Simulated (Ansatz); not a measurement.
Born–Oppenheimer molecular dynamics of a periodic cell of 16 atoms, Si (start crystal Si, start structure diamond, volume 1.15 times the crystal's). It goes on from the last frame of an earlier run, with new velocities.

Level of theory: DFT PBE, scalar-relativistic, plane waves, PAW (Ansatz 0.2.0). Settings: accuracy low, cutoff 200 eV, k mesh 2x2x2, fermi-dirac smearing 0.36 eV, no spin polarisation.

| Property | Result |
| --- | --- |
| ensemble | NPT, Langevin |
| time step | 1.5 fs |
| steps asked | 200 |
| set temperature | 2940 K |
| friction | 0.005 /fs |
| pressure | 5 GPa |
| seed | 460800 |

First frame:

```xyz
16
Lattice="0.0000 5.6890 5.6890 5.6890 0.0000 5.6890 5.6890 5.6890 0.0000" Properties=species:S:1:pos:R:3
Si 0.278 -1.280 0.152
Si 1.247 1.380 0.360
Si 3.143 1.710 -0.692
Si 4.114 3.175 1.446
Si 1.349 0.659 3.440
Si 4.491 1.061 4.335
Si 5.780 2.239 2.701
Si 6.716 4.073 3.887
Si 0.057 2.484 2.090
Si 0.432 4.456 3.162
Si 2.787 4.371 2.665
Si 4.848 6.213 3.521
Si 3.588 4.984 4.987
Si 3.766 4.784 8.445
Si 5.013 6.425 6.628
Si 7.498 6.705 6.912
```

Q: What does the run give?

A: The run went to its last step.

| Quantity | Value |
| --- | --- |
| steps done | 200 |
| time covered | 300 fs |
| mean temperature over the second half | 3281 K |
| spread of the potential energy over the second half | 56.9 meV per atom |
| mean potential energy of the second half above the start | -116.9 meV per atom |
| mean pressure over the second half | 7.1 GPa |

The conserved energy stayed within 0.57 meV per atom of its start (net change 0.11 meV per atom), so the integration is sound. The mean temperature of the second half is 12 % above the set value. A run of 0.3 ps of so small a system gives no equilibrium averages. The plane-wave cutoff is below what these datasets need, so energies and pressures aren't converged. Limits of this set-up: coarse k mesh, low accuracy level. The cell's volume went from 368 to 312 Å³.

Q: What happens to the structure?

A: Mean squared displacements from the first frame to the last, about the centre of mass, the cell's change included: Si 4.50 Å². This is one draw of velocities; another would differ in detail.

Q: How do temperature and energy run in time?

A: 
```csv
time (fs),T (K),potential energy less start (eV),conserved less start (meV/atom),P (GPa),volume (Å³)
0.0,2756,0.000,0.00,0.2,368.2
24.0,2608,1.509,0.11,3.2,360.5
48.0,3330,-0.033,-0.20,-0.2,351.1
72.0,4264,-1.651,-0.22,-2.4,337.9
96.0,2894,1.000,-0.02,7.6,320.8
120.0,4112,-1.192,-0.47,5.6,307.6
144.0,3840,-2.308,-0.15,3.1,296.8
168.0,3992,-2.470,-0.06,7.1,285.1
192.0,2838,0.141,0.38,16.4,277.4
216.0,3592,-2.977,0.02,7.3,282.6
240.0,3607,-2.650,0.19,3.6,291.4
264.0,2747,-1.747,0.22,4.0,302.9
288.0,3094,-1.369,0.00,5.4,309.1
```

The run took 8.1 min on 1 thread of Arm Neoverse V1 (shared host), peak memory 0.41 GiB.
